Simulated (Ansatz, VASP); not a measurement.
ZnS: VASP beside Ansatz

The input INCAR:

```
SYSTEM = ZnS
ALGO = Normal ; EDIFF = 1E-6
ENCUT = 520 ; GGA = PS
ISIF = 2 ; ISMEAR = 0
LASPH = .True. ; LCHARG = .False.
LREAL = .False. ; LWAVE = .False.
NBANDS = 16 ; NELM = 80
PREC = Accurate ; SIGMA = 0.01
```

Contents of KPOINTS:

```
k-points
0
Gamma
  4 4 4
  0 0 0
```

Contents of POSCAR:

```
ZnS
1.0
    0.0000000000      2.6940858343      2.6940858343
    2.6940858343      0.0000000000      2.6940858343
    2.6940858343      2.6940858343      0.0000000000
Zn S
1 1
Direct
    0.0000000000      0.0000000000      0.0000000000
    0.2500000000      0.2500000000      0.2500000000
```

Input for Ansatz:

```yaml
crystal:
  lattice:
    - [0.0, 2.6940858343, 2.6940858343]
    - [2.6940858343, 0.0, 2.6940858343]
    - [2.6940858343, 2.6940858343, 0.0]
  atoms:
    - { symbol: Zn, position: [0.0, 0.0, 0.0] }
    - { symbol: S, position: [0.25, 0.25, 0.25] }
kpoints:
  mp_grid: { grid: [4, 4, 4] }
hamiltonian:
  xc: pbesol
scf:
  occupations: { method: fixed }
output:
  optics:
    e_range: [0, 20]
    de: 0.2
    sigma: 0.4
    scissors: 0
    scheme: gaussian
    bands: auto
```

Alike in both runs: task single point; functional PBEsol; k mesh 4 × 4 × 4; no spin polarisation.

```csv
,VASP,Ansatz
version,VASP 6.6.1,Ansatz 0.2.0
potentials or method,"VASP PAW PBE potentials, release 64 (Zn, S)","plane waves, PAW"
plane-wave cutoff (eV),520,420
occupations,"gaussian, width 0.01 eV",fixed
valence electrons in the cell,18,18
```

|  | VASP | Ansatz | Ansatz less VASP |
| --- | --- | --- | --- |
| gap on the k mesh at the Fermi level (eV) | 2.00 | 2.00 | -0.006 |

Caveats: the k mesh is coarse (spacing up to 0.50 Å⁻¹), so the values aren't converged. A hybrid or GW would open this gap; PBEsol tends to underestimate it.
